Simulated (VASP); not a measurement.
# I (Fmmm) in VASP: reference runs, part 3 of 3

VASP 6.6.1. The steps go on from the part before.

### Step 6. Equation of state, PBE, 39.74 Å³/atom (volume scaled by 0.98)

The input, INCAR:

```
PREC = Accurate ; ENCUT = 520
EDIFF = 1E-7 ; ISMEAR = -1
SIGMA = 0.05 ; LREAL = False
LASPH = True ; NELM = 100
ALGO = Normal ; ISIF = 2
LWAVE = False ; LCHARG = False
GGA = PE ; NBANDS = 10
```

The input, KPOINTS:

```
Automatic mesh
0
Gamma
  9 9 9
```

The input, POSCAR:

```
I
1.0
    0.0000000000      2.3497234514      3.8835988039
    2.1775319666      0.0000000000      3.8835988039
    2.1775319666      2.3497234514      0.0000000000
I
1
Direct
    0.0000000000      0.0000000000      0.0000000000
```

Potentials or basis: VASP PAW PBE potentials, release 64 (I).

On the command line:

```
$ cat potpaw_PBE.64/I/POTCAR > POTCAR
$ mpirun -np 1 vasp_std > vasp.out
```

OUTCAR:

```text
PREC = Accurate
   ENCUT = 520
   EDIFF = 1E-7
   ISMEAR = -1
   LREAL = False
   LASPH = True
   NELM = 100
   ISIF = 2
   GGA = PE

 ion  position               nearest neighbor table
   1  0.000  0.000  0.000-

  LATTYP: Found a face centered orthorhombic cell.
 ALAT       =     4.3550639332
 B/A-ratio  =     1.0790764441
 C/A-ratio  =     1.7834864716

  Lattice vectors:

 A1 = (   0.0000000000,   2.3497234514,   3.8835988039)
 A2 = (   2.1775319666,   0.0000000000,   3.8835988039)
 A3 = (   2.1775319666,   2.3497234514,   0.0000000000)

Analysis of symmetry for initial positions (statically):
=====================================================================
 Subroutine PRICEL returns:
 Original cell was already a primitive cell.

 Routine SETGRP: Setting up the symmetry group for a
 face centered orthorhombic supercell.

 Subroutine GETGRP returns: Found  8 space group operations
 (whereof  8 operations were pure point group operations)
 out of a pool of  8 trial point group operations.

The static configuration has the point symmetry D_2h.

Analysis of symmetry for dynamics (positions and initial velocities):
=====================================================================
 Subroutine PRICEL returns:
 Original cell was already a primitive cell.

 Routine SETGRP: Setting up the symmetry group for a
 face centered orthorhombic supercell.

 Subroutine GETGRP returns: Found  8 space group operations
 (whereof  8 operations were pure point group operations)
 out of a pool of  8 trial point group operations.

The dynamic configuration has the point symmetry D_2h.

 Subroutine INISYM returns: Found  8 space group operations
 (whereof  8 operations are pure point group operations),
 and found     1 'primitive' translations
[... 133 lines left out ...]
   EFERMI =   0.00;   METHOD = LEGACY
   ISMEAR =    -1;   SIGMA  =   0.05  broadening in eV -4-tet -1-fermi 0-gaus
   EFERMI_NEDOS =   21; number of points for ismear=-14 and -15
   IALGO  =     38    algorithm
   IMIX   =      4    mixing-type and parameters
     AMIX     =   0.40;   BMIX     =  1.00
     AMIX_MAG =   1.60;   BMIX_MAG =  1.00
  volume/ion in A,a.u.               =      39.74       268.19
  Fermi-wavevector in a.u.,A,eV,Ry     =   0.917682  1.734168 11.458018  0.842141
  Thomas-Fermi vector in A             =   2.042679
   LORBIT       =      0    0 simple, 1 ext, 2 COOP (PROOUT), +10 PAW based schemes
   GGA     = PE    functional components
   LHFCALC =     F    Hartree Fock is set to
   AEXX    =    0.0000 exact exchange contribution
   IVDW    =     0    specifies the selected vdW correction
   LEPSILON=     F    determine dielectric tensor
   LRPA    =     F    only Hartree local field effects (RPA)
 non-spin polarized calculation
  energy-cutoff  :      520.00
  volume of cell :       39.74
 maximum number of plane-waves:      1088
 NGX is ok and might be reduce to    36
   NGX = 17   NGY = 17   NGZ = 11

 number of electron       6.9999999 magnetization

 Free energy of the ion-electron system (eV)
  ---------------------------------------------------
  ext. energy  EPLUGINS =         0.00000000
  ---------------------------------------------------
  free energy    TOTEN  =        -1.38806528 eV

  energy without entropy =       -1.38322644  energy(sigma->0) =       -1.38564586

 E-fermi :   3.7421     XC(G=0):  -8.3481

 val. band max:        3.7359989463   @ k =  -0.2222   0.0000   0.1111
 cond. band min:       3.7753157505   @ k =  -0.1111   0.1111   0.1111
 fundamental gap:      0.0393168042
 Fermi energy:         3.7421126547

 k-point     1 :       0.0000    0.0000    0.0000
  band No.  band energies     occupation
      1     -10.2760      2.00000
      2       1.7308      2.00000
      3       4.5450      0.00000
      4       4.8249      0.00000
      5       8.2266      0.00000
      6      11.1828      0.00000
      7      11.9875      0.00000
      8      15.8777      0.00000
      9      16.1739      0.00000
     10      16.1964      0.00000
[... 495 lines left out ...]
 k-point    40 :      -0.2222    0.1111    0.1111
  band No.  band energies     occupation
      1      -9.1104      2.00000
      2      -0.2729      2.00000
      3       2.1424      2.00000
      4       4.1031      0.00146
      5       9.3287      0.00000
      6      11.3252      0.00000
      7      13.6622      0.00000
      8      14.8104      0.00000
      9      15.5052      0.00000
     10      18.7430      0.00000

 [... further k-points ...]
[... 5 lines left out ...]
  --------------------------------------------------------------------------------------
  -------------------------------------------------------------------------------------
  Total        0.2732442      0.2480590      0.2193430      0.0000000      0.0000000      0.0000000
  in kB       11.0157956     10.0004600      8.8427783      0.0000000      0.0000000      0.0000000
  external PRESSURE =       9.9530113 kB  Pullay stress =       0.0000000 kB

 VOLUME and BASIS-vectors are now :
 -----------------------------------------------------------------------------
  energy-cutoff  :      520.00
  volume of cell :       39.74
      direct lattice vectors                 reciprocal lattice vectors
     0.000000000  2.349723451  3.883598804    -0.229617754  0.212790999  0.128746563
     2.177531967  0.000000000  3.883598804     0.229617754 -0.212790999  0.128746563
     2.177531967  2.349723451  0.000000000     0.229617754  0.212790999 -0.128746563

 POSITION                                       TOTAL-FORCE (eV/Angst)
 -----------------------------------------------------------------------------------
      0.00000      0.00000      0.00000         0.000000      0.000000      0.000000
 -----------------------------------------------------------------------------------
    total drift:                                0.000000      0.000000      0.000000

  FREE ENERGIE OF THE ION-ELECTRON SYSTEM (eV)
  ---------------------------------------------------
  free  energy   TOTEN  =        -1.3880652782 eV

  energy  without entropy=       -1.3832264378  energy(sigma->0) =       -1.38564586
```

OSZICAR:

```text
N       E                     dE             d eps       ncg     rms          rms(c)
DAV:   1     0.207760242696E+02    0.20776E+02   -0.23736E+03  2500   0.486E+02
DAV:   2    -0.499633767866E+00   -0.21276E+02   -0.20489E+02  3266   0.844E+01
DAV:   3    -0.140796237562E+01   -0.90833E+00   -0.90256E+00  3124   0.176E+01
DAV:   4    -0.141648958514E+01   -0.85272E-02   -0.85258E-02  3222   0.207E+00
DAV:   5    -0.141661425696E+01   -0.12467E-03   -0.12467E-03  3098   0.227E-01    0.505E+00
DAV:   6    -0.139594561380E+01    0.20669E-01   -0.17071E-02  2802   0.620E-01    0.312E+00
DAV:   7    -0.138814605565E+01    0.77996E-02   -0.35378E-02  2734   0.918E-01    0.123E-01
DAV:   8    -0.138805843802E+01    0.87618E-04   -0.17894E-03  2738   0.253E-01    0.331E-02
DAV:   9    -0.138806298293E+01   -0.45449E-05   -0.25357E-05  3274   0.369E-02    0.161E-02
DAV:  10    -0.138806488011E+01   -0.18972E-05   -0.30140E-06  2826   0.102E-02    0.249E-03
DAV:  11    -0.138806522492E+01   -0.34481E-06   -0.41676E-07  2912   0.378E-03    0.211E-03
DAV:  12    -0.138806527824E+01   -0.53317E-07   -0.82186E-08  2752   0.149E-03
   1 F= -.13880653E+01 E0= -.13856459E+01  d E =-.483884E-02
```

stdout:

```text
POSCAR found type information on POSCAR I
 POSCAR found :  1 types and       1 ions
 scaLAPACK will be used
 LDA part: xc-table for (Slater+PW92), standard interpolation
 POSCAR, INCAR and KPOINTS ok, starting setup
 FFT: planning ... GRIDC
 FFT: planning ... GRID_SOFT
 FFT: planning ... GRID
 WAVECAR not read
 entering main loop
```

It took 34 s on 1 thread of Intel Xeon Platinum 8559C (Emerald Rapids), shared host; peak memory 0.2 GiB.

What came out:

- Free energy: -1.3881 eV
- Pressure: 1.0 GPa
- Band gap on the k mesh: none (metal or under the smearing width)

Caveat: an odd number of electrons without spin polarisation forces a metal; a magnetic or distorted state may lie lower.

### Step 7. Equation of state, PBE, 41.36 Å³/atom (volume scaled by 1.02)

The input, INCAR:

```
  PREC = Accurate
  ENCUT = 520
  EDIFF = 1E-7
  ISMEAR = -1
  SIGMA = 0.05
  LREAL = F
  LASPH = T
  NELM = 60
  ALGO = Normal
  ISIF = 2
  LWAVE = F
  LCHARG = F
  GGA = PE
  NBANDS = 10
```

The input, KPOINTS:

```
regular mesh
0
Gamma
  9 9 9
```

The input, POSCAR:

```
I
1.0
    0.0000000000      2.3812671275      3.9357338680
    2.2067640717      0.0000000000      3.9357338680
    2.2067640717      2.3812671275      0.0000000000
I
1
Direct
    0.0000000000      0.0000000000      0.0000000000
```

On the command line:

```
$ cat potpaw_PBE.64/I/POTCAR > POTCAR
$ mpirun -np 1 vasp_std > vasp.out
```

It took 34 s on 1 thread of Intel Xeon Platinum 8559C (Emerald Rapids), shared host; peak memory 0.2 GiB.

The run converged. Its results:

* Free energy: -1.3926 eV
* Pressure: -0.1 GPa
* Band gap on the k mesh: none (metal or under the smearing width)

Caveat: an odd number of electrons without spin polarisation forces a metal; a magnetic or distorted state may lie lower.

### Step 8. Equation of state, PBE, 42.17 Å³/atom (volume scaled by 1.04)

The input, INCAR:

```
SYSTEM = I
ALGO = Normal
EDIFF = 1E-7
ENCUT = 520
GGA = PE
ISIF = 2
ISMEAR = -1
LASPH = .TRUE.
LCHARG = .FALSE.
LREAL = .FALSE.
LWAVE = .FALSE.
NBANDS = 10
NELM = 60
PREC = Accurate
SIGMA = 0.05
```

The input, KPOINTS:

```
k-points
0
G
  9 9 9
  0 0 0
```

The input, POSCAR:

```
I
1.0
    0.0000000000      2.3967303343      3.9612912976
    2.2210941101      0.0000000000      3.9612912976
    2.2210941101      2.3967303343      0.0000000000
I
1
Direct
    0.0000000000      0.0000000000      0.0000000000
```

On the command line:

```
$ cat potpaw_PBE.64/I/POTCAR > POTCAR
$ mpirun -np 1 vasp_std > vasp.out
```

Run time: 32 s. Hardware: 1 thread of Intel Xeon Platinum 8559C (Emerald Rapids), shared host; peak memory 0.2 GiB.

The run converged. Its results:

* Free energy: -1.3913 eV
* Pressure: -0.5 GPa
* Band gap on the k mesh: none (metal or under the smearing width)

Caveat: an odd number of electrons without spin polarisation forces a metal; a magnetic or distorted state may lie lower.

### Step 9. Equation of state, PBE, 42.99 Å³/atom (volume scaled by 1.06)

The input, INCAR:

```
SYSTEM = I
  ALGO = Normal
  EDIFF = 1E-7
  ENCUT = 520
  GGA = PE
  ISIF = 2
  ISMEAR = -1
  LASPH = .TRUE.
  LCHARG = .FALSE.
  LREAL = .FALSE.
  LWAVE = .FALSE.
  NBANDS = 10
  NELM = 80
  PREC = Accurate
  SIGMA = 0.05
```

KPOINTS is that of step 8.

The input, POSCAR:

```
I
1.0
    0.0000000000      2.4119965442      3.9865231326
    2.2352415877      0.0000000000      3.9865231326
    2.2352415877      2.4119965442      0.0000000000
I
1
Direct
    0.0000000000      0.0000000000      0.0000000000
```

Potentials or basis: VASP PAW PBE potentials, release 64 (I).

On the command line:

```
$ cat potpaw_PBE.64/I/POTCAR > POTCAR
$ mpirun -np 1 vasp_std > vasp.out
```

It took 36 s on 1 thread of Intel Xeon Platinum 8559C (Emerald Rapids), shared host; peak memory 0.2 GiB.

Results (log left out):

| Property | Result |
| --- | --- |
| Free energy | -1.3878 eV |
| Pressure | -0.9 GPa |
| Band gap on the k mesh | none (metal or under the smearing width) |

Caveat: an odd number of electrons without spin polarisation forces a metal; a magnetic or distorted state may lie lower.

### Step 10. Equation of state, PBE

Potentials or basis: VASP PAW PBE potentials, release 64 (I).

This step only gathers the single runs of the series.

Results:

```yaml
Equilibrium_volume: 41.28 Å³/atom
Bulk_modulus_at_fixed_shape_and_positions: 24 GPa
Pressure_derivative_of_the_bulk_modulus: 5.3
```

Energy against volume, from the lowest point:
```tsv
volume (Å³/atom)	energy (meV/atom)
38.120	21.18
38.931	11.18
39.742	4.58
40.553	0.96
41.364	0.00
42.175	1.38
42.986	4.82
```

Caveat: the cell was scaled at fixed shape and fractional positions, which overstates the stiffness of a crystal with free parameters, most of all of layers and chains. The run has no spin-orbit coupling, so splittings on I are missing.

### Step 11. Overview

```tsv
task	cell	gap on the mesh (eV)	pressure (GPa)
single point	as given	none	0.4
single point	cell strained at random at fixed volume	none	0.4
equation of state	as given	-	-
```

Alike in all rows: level PBE; potentials or basis VASP PAW PBE potentials, release 64 (I); no spin polarisation; k mesh 9 × 9 × 9; cutoff (eV) 520; smearing fermi-dirac 0.05 eV.

Caveats: an odd number of electrons without spin polarisation forces a metal (some runs); a magnetic or distorted state may lie lower (some runs); the cell was scaled at fixed shape and fractional positions, which overstates the stiffness of a crystal with free parameters, most of all of layers and chains (some runs).

Total energies depend on the potentials used, so only differences within one code and one set of settings carry meaning.
